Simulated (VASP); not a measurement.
# Lu: intraband terms of a metal's spectrum

Lu, Im-3m (no. 229), 1 atom in the cell. PBE, independent-particle dielectric function; PAW potentials Lu (PBE set).

## Input

INCAR.step1:
```
EDIFF = 1E-7
ENCUT = 300
ISMEAR = 1
KPAR = 4
LASPH = T
LCHARG = T
LMAXMIX = 4
LWAVE = F
PREC = Accurate
SIGMA = 0.1
```

INCAR.step2:
```
CSHIFT = 0.1
EDIFF = 1E-6
ENCUT = 300
ICHARG = 11
ISMEAR = 0
KPAR = 4
LASPH = T
LCHARG = F
LMAXMIX = 4
LWAVE = T
NBANDS = 26
NEDOS = 3000
OMEGAMAX = 30
PREC = Accurate
SIGMA = 0.3
```

INCAR.step3, as INCAR.step2 but for:
```
- LWAVE = T
+ ALGO = None
+ ISTART = 1
+ LOPTICS = T
+ LWAVE = F
+ NELM = 1
```

INCAR.step4, as INCAR.step3 but for:
```
+ WPLASMAI = 0.03
```

INCAR.step5 to INCAR.step6 change the same tag again: WPLASMAI = 0.1, 0.3.

INCAR.step7, as INCAR.step6 but for:
```
- WPLASMAI = 0.3
+ RTIME = 20
```

INCAR.step8, as INCAR.step7 but for:
```
- RTIME = 20
+ RTIME = 40
```

INCAR.step9, as INCAR.step8 but for:
```
- RTIME = 40
+ LNABLA = T
```

INCAR.step10, as INCAR.step9 but for:
```
- ISMEAR = 0
- LNABLA = T
+ ISMEAR = -5
```

KPOINTS.step1:
```
k-points
0
Gamma
  10 10 10
```

KPOINTS.step2:
```
k-points
0
Gamma
  24 24 24
```

POSCAR:
```
Lu
1.0
   -1.9541071088      1.9541071088      1.9541071088
    1.9541071088     -1.9541071088      1.9541071088
    1.9541071088      1.9541071088     -1.9541071088
Lu
1
Direct
    0.0000000000      0.0000000000      0.0000000000
```

Commands (each step's output is kept before the next begins):
```
cat potpaw_PBE.64/Lu/POTCAR > POTCAR
cp INCAR.step1 INCAR
cp KPOINTS.step1 KPOINTS
mpirun -np 4 vasp_std > vasp.out
cp INCAR.step2 INCAR
cp KPOINTS.step2 KPOINTS
mpirun -np 4 vasp_std > vasp.out
cp INCAR.step3 INCAR
mpirun -np 4 vasp_std > vasp.out
cp INCAR.step4 INCAR
mpirun -np 4 vasp_std > vasp.out
cp INCAR.step5 INCAR
mpirun -np 4 vasp_std > vasp.out
cp INCAR.step6 INCAR
mpirun -np 4 vasp_std > vasp.out
cp INCAR.step7 INCAR
mpirun -np 4 vasp_std > vasp.out
cp INCAR.step8 INCAR
mpirun -np 4 vasp_std > vasp.out
cp INCAR.step9 INCAR
mpirun -np 4 vasp_std > vasp.out
cp INCAR.step10 INCAR
mpirun -np 4 vasp_std > vasp.out
```

## Result

- Bands: 26

One ground state, settings moved in the last step alone:

| Settings | Plasma frequency (eV) | Im ε at 0.5 eV | Im ε at 1 eV | Im ε at 2 eV | Im ε at 4 eV | Time (s) |
|---|---|---|---|---|---|---|
| interband part alone | 4.22 | 18.1 | 14.5 | 11.6 | 5.9 | 30 |
| Drude term, WPLASMAI 0.03 | 4.22 | 22.4 | 15.0 | 11.6 | 6.0 | 34 |
| Drude term, WPLASMAI 0.1 | 4.22 | 31.8 | 16.3 | 11.8 | 6.0 | 21 |
| Drude term, WPLASMAI 0.3 | 4.22 | 49.5 | 19.4 | 12.2 | 6.0 | 30 |
| relaxation time RTIME 20 fs | 4.22 | 22.8 | 15.1 | 11.6 | 6.0 | 22 |
| relaxation time RTIME 40 fs | 4.22 | 20.5 | 14.8 | 11.6 | 6.0 | 23 |
| transversal form (LNABLA) | 4.19 | 17.9 | 14.3 | 11.4 | 5.9 | 22 |
| tetrahedron method | – | – | – | – | – | no result |

VASP 6.6.1 took 242 s on 4 cores (Intel Xeon Platinum 8259CL @ 2.50GHz (Skylake/Cascade Lake)), a shared host.
